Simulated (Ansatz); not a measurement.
# Si started in the widest void in 4H SiC, 33 atoms, charge +1

Wanted: the effect of changed settings on energy, forces, pressure and convergence.

Method: density functional theory in Ansatz 0.2.0, PAW datasets, plane waves.

## Step 1: The starting cell

33 atoms (17 Si, 16 C); a = 6.156 Å, b = 5.331 Å, c = 10.076 Å, α = 90.00°, β = 90.00°, γ = 90.00°. All atoms were shaken off their sites by about 0.02 Å along each axis. Defect site 1: (0.874, 0.084, 0.344). Starting moments add up to 1 μB.

## Step 2: Single point with PBEsol

Contents of in.yaml:

```yaml
crystal:
  lattice:
    - [6.156136, 0.000000, 0.000000]
    - [0.000000, 5.331370, 0.000000]
    - [0.000000, 0.000000, 10.075947]
  atoms:
    - { symbol: Si, position: [0.002239, 0.001556, 0.499931], spin: 0.143 }
    - { symbol: Si, position: [0.497899, 0.000475, 0.499888] }
    - { symbol: Si, position: [0.249543, 0.500204, 0.502363] }
    - { symbol: Si, position: [0.754209, 0.495502, 0.498160] }
    - { symbol: Si, position: [0.003223, 0.334857, 0.251780], spin: 0.143 }
    - { symbol: Si, position: [0.498940, 0.330600, 0.250490] }
    - { symbol: Si, position: [0.245959, 0.828561, 0.251890] }
    - { symbol: Si, position: [0.753154, 0.836432, 0.249266], spin: 0.143 }
    - { symbol: Si, position: [0.250247, 0.169529, 0.749220] }
    - { symbol: Si, position: [0.996508, 0.667984, 0.748079] }
    - { symbol: Si, position: [0.749433, 0.166647, 0.751468] }
    - { symbol: Si, position: [0.497589, 0.667961, 0.749964] }
    - { symbol: Si, position: [0.997316, 0.001363, 0.001132] }
    - { symbol: Si, position: [0.503620, 0.997220, 0.001880] }
    - { symbol: Si, position: [0.253011, 0.502702, 0.000792] }
    - { symbol: Si, position: [0.748849, 0.500345, 0.998467] }
    - { symbol: Si, position: [0.869925, 0.085435, 0.343942], spin: 0.143 }
    - { symbol: C, position: [0.998617, 0.006724, 0.189494], spin: 0.143 }
    - { symbol: C, position: [0.498118, 0.001576, 0.188458] }
    - { symbol: C, position: [0.250175, 0.505855, 0.188379] }
    - { symbol: C, position: [0.748840, 0.500951, 0.188348] }
    - { symbol: C, position: [0.005597, 0.003559, 0.685845] }
    - { symbol: C, position: [0.495908, 0.994658, 0.685673] }
    - { symbol: C, position: [0.249799, 0.499070, 0.684300] }
    - { symbol: C, position: [0.745647, 0.501832, 0.687100] }
    - { symbol: C, position: [0.003333, 0.330450, 0.436796], spin: 0.143 }
    - { symbol: C, position: [0.500177, 0.330267, 0.439596] }
    - { symbol: C, position: [0.248676, 0.831227, 0.435923] }
    - { symbol: C, position: [0.747922, 0.830592, 0.435426], spin: 0.143 }
    - { symbol: C, position: [0.248737, 0.171426, 0.939358] }
    - { symbol: C, position: [0.000724, 0.667100, 0.940648] }
    - { symbol: C, position: [0.749612, 0.164803, 0.937886] }
    - { symbol: C, position: [0.499657, 0.665129, 0.934505] }
kpoints:
  mp_grid: { grid: [2, 2, 2], shift: [0.5, 0.5, 0.5] }
hamiltonian:
  xc: pbesol
total_charge: 1
magnetization:
  spin_polarized: true
scf:
  occupations: { method: fermi_dirac, width: 0.01 }
output:
  forces: true
  eigenvalues: true
  populations: true
  charged_corrections: { epsilon: 9.7 }
```

Run with:

```bash
$ ansatz run in.yaml --threads 7 --pin off --max-ram 13300MiB --runs-dir r --events-out ev --progress --plain
```

## Step 3: Variant: density threshold 1e-09 eV, dispersion D4, smearing width 0.1 eV

Changes to in.yaml since step 2:

```diff
@@ -43,2 +43,3 @@
   xc: pbesol
+  dispersion: d4
 total_charge: 1
@@ -47,3 +48,5 @@
 scf:
-  occupations: { method: fermi_dirac, width: 0.01 }
+  occupations: { method: fermi_dirac, width: 0.1 }
+  max_iter: 50
+  convergence: { dr2_threshold: 1e-09 }
 output:
@@ -51,3 +54,2 @@
   eigenvalues: true
-  populations: true
-  charged_corrections: { epsilon: 9.7 }
+  stress: true
```

## Step 4: Run again with accuracy low

Changes to in.yaml since step 3:

```diff
@@ -1 +1,2 @@
+accuracy: low
 crystal:
@@ -43,3 +44,2 @@
   xc: pbesol
-  dispersion: d4
 total_charge: 1
@@ -48,5 +48,4 @@
 scf:
-  occupations: { method: fermi_dirac, width: 0.1 }
-  max_iter: 50
-  convergence: { dr2_threshold: 1e-09 }
+  occupations: { method: fermi_dirac, width: 0.01 }
+  max_iter: 60
 output:
```

## Step 5: Variant: k points 2×2×1

Changes to in.yaml since step 4:

```diff
@@ -1,2 +1 @@
-accuracy: low
 crystal:
@@ -41,3 +40,3 @@
 kpoints:
-  mp_grid: { grid: [2, 2, 2], shift: [0.5, 0.5, 0.5] }
+  mp_grid: { grid: [2, 2, 1] }
 hamiltonian:
@@ -49,3 +48,3 @@
   occupations: { method: fermi_dirac, width: 0.01 }
-  max_iter: 60
+  max_iter: 100
 output:
```

## Step 6: Changed settings: density cutoff ratio 1, functional LDA

Changes to in.yaml since step 5:

```diff
@@ -40,5 +40,6 @@
 kpoints:
-  mp_grid: { grid: [2, 2, 1] }
+  mp_grid: { grid: [2, 2, 2], shift: [0.5, 0.5, 0.5] }
+basis: { ecutrho_ratio: 1 }
 hamiltonian:
-  xc: pbesol
+  xc: lda
 total_charge: 1
@@ -48,3 +49,3 @@
   occupations: { method: fermi_dirac, width: 0.01 }
-  max_iter: 100
+  max_iter: 60
 output:
```

## Step 7: Changed settings: functional PBE, xc grid 1

Changes to in.yaml since step 6:

```diff
@@ -41,5 +41,5 @@
   mp_grid: { grid: [2, 2, 2], shift: [0.5, 0.5, 0.5] }
-basis: { ecutrho_ratio: 1 }
+basis: { xc_grid: 1 }
 hamiltonian:
-  xc: lda
+  xc: pbe
 total_charge: 1
@@ -49,3 +49,3 @@
   occupations: { method: fermi_dirac, width: 0.01 }
-  max_iter: 60
+  max_iter: 70
 output:
```

## Step 8: Variant: mixer anderson

Changes to in.yaml since step 7:

```diff
@@ -41,5 +41,4 @@
   mp_grid: { grid: [2, 2, 2], shift: [0.5, 0.5, 0.5] }
-basis: { xc_grid: 1 }
 hamiltonian:
-  xc: pbe
+  xc: pbesol
 total_charge: 1
@@ -50,2 +49,3 @@
   max_iter: 70
+  mixing: { algorithm: anderson }
 output:
```

What does the calculation give? Wanted: for each run, settings; status; energy from base; forces from base.

The runs gave:

| settings | status | cycles | time | energy from base (meV/atom) | forces from base (eV/Å rms) | filled to empty level on the mesh (eV) |
| --- | --- | --- | --- | --- | --- | --- |
| base | converged | 18 | 10 s (7 CPU threads) | 0 | 0 | 0.14 |
| density threshold 1e-09 eV, dispersion D4, smearing width 0.1 eV | converged | 17 | 9.7 s (7 CPU threads) | - | 0.049 | - |
| accuracy low | converged, settings too loose | 18 | 8.9 s (7 CPU threads) | 0.0 | 0.000 | 0.14 |
| k points 2×2×1 | converged | 14 | 4.3 s (7 CPU threads) | +1.7 | 0.166 | - |
| density cutoff ratio 1, functional LDA | converged, settings too loose | 16 | 7.8 s (7 CPU threads) | - | 0.121 | - |
| functional PBE, xc grid 1 | converged | 15 | 8.4 s (7 CPU threads) | - | 0.031 | 0.22 |
| mixer anderson | converged | 20 | 10 s (7 CPU threads) | 0.0 | 0.000 | 0.14 |

**Reading.** Among these variants the forces move most with k points 2×2×1 (0.166 eV/Å rms).
